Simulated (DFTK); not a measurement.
BN under changes of volume

One of the cells (8.967 Å³/atom); the others are scaled copies at fixed shape and fractional positions:

```
N B
1.0
     2.49824    0.00000    0.00000
    -1.24912    2.16354    0.00000
     0.00000    0.00000    6.63570
N B
2 2
Direct
  0.66667 0.33333 0.25000
  0.33333 0.66667 0.75000
  0.66667 0.33333 0.75000
  0.33333 0.66667 0.25000
```

* Program: DFTK 0.8.2
* Functional: PBEsol
* Potentials or basis: dojo.nc.sr.pbesol.v0_4_1.standard.upf (PBEsol)
* Cutoff: 1143 eV
* k mesh: 12 × 12 × 4
* Occupations: fermi-dirac, width 0.05 eV
* Spin: no spin polarisation

| volume (Å³/atom) | energy over the lowest point (meV/atom) | pressure (GPa) | gap on the mesh (eV) |
| --- | --- | --- | --- |
| 8.429 | 36.53 | 19.9 | 4.27 |
| 8.608 | 17.86 | 13.6 | 4.25 |
| 8.787 | 5.93 | 7.8 | 4.23 |
| 8.967 | ? | ? | ? |
| 9.146 | 0.00 | -2.2 | 4.19 |
| 9.325 | 4.98 | -6.6 | 4.16 |
| 9.505 | 14.64 | -10.6 | 4.14 |

**Question.** What does the run at 8.967 Å³/atom give?

**Answer.** Energy over the lowest point 0.16 meV/atom; pressure 2.6 GPa; gap on the mesh 4.21 eV.

Worked out: A Birch-Murnaghan fit of order 3 (a polynomial in V^(-2/3)) to the other rows has its minimum at 9.06 Å³/atom with B0 = V·E''(V) = 241 GPa and B' = 3.7 at fixed shape and positions, which overstates the stiffness. It gives 0.15 meV/atom at 8.967 Å³/atom, against the run's 0.16, and -dE/dV = 2.6 GPa, against 2.6. A straight line through the other rows of the gap, of slope -1.09 eV per unit of ln V, gives 4.21 eV, against the run's 4.21.

Energies are extrapolated to zero smearing.

Caveats: this functional lacks dispersion, which binds the layers, so the pressure and a relaxed spacing across them are unreliable.

A mesh can miss the band edges.
